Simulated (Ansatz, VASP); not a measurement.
# Two plane-wave programs on Mg

```
Mg
1.0
    -1.83599    1.83599    1.67940
     1.83599   -1.83599    1.67940
     1.83599    1.83599   -1.67940
Mg
1
Direct
  0.00000 0.00000 0.00000
```

This isn't the form of Mg at room conditions, which is hcp.

Alike in both runs: task single point; functional r2SCAN; dispersion D3(BJ); k mesh 6 × 6 × 6; occupations fermi-dirac, width 0.05 eV; no spin polarisation.

```csv
,VASP,Ansatz
version,VASP 6.6.1,Ansatz 0.2.0
potentials or method,"VASP PAW PBE potentials, release 64 (Mg)","plane waves, norm-conserving potentials"
plane-wave cutoff (eV),520,1143
valence electrons in the cell,2,10
```

```tsv
	VASP	Ansatz	Ansatz less VASP
pressure (GPa)	-1.4	-1.2	+0.24
largest component of the traceless stress (GPa)	2.02	2.00	-0.018
dispersion energy (meV/atom)	-135.7	-135.8	-0.08
```

The two sets of potentials don't hold the same shells in valence. Ansatz warned: «dispersion_damping_borrowed».

Caveats: the k mesh is coarse (spacing up to 0.42 Å⁻¹), so the values aren't converged; the PAW data sets were made with another functional, which shifts forces and pressure a little (VASP); pairwise dispersion overbinds metals, which lowers pressure and volume.
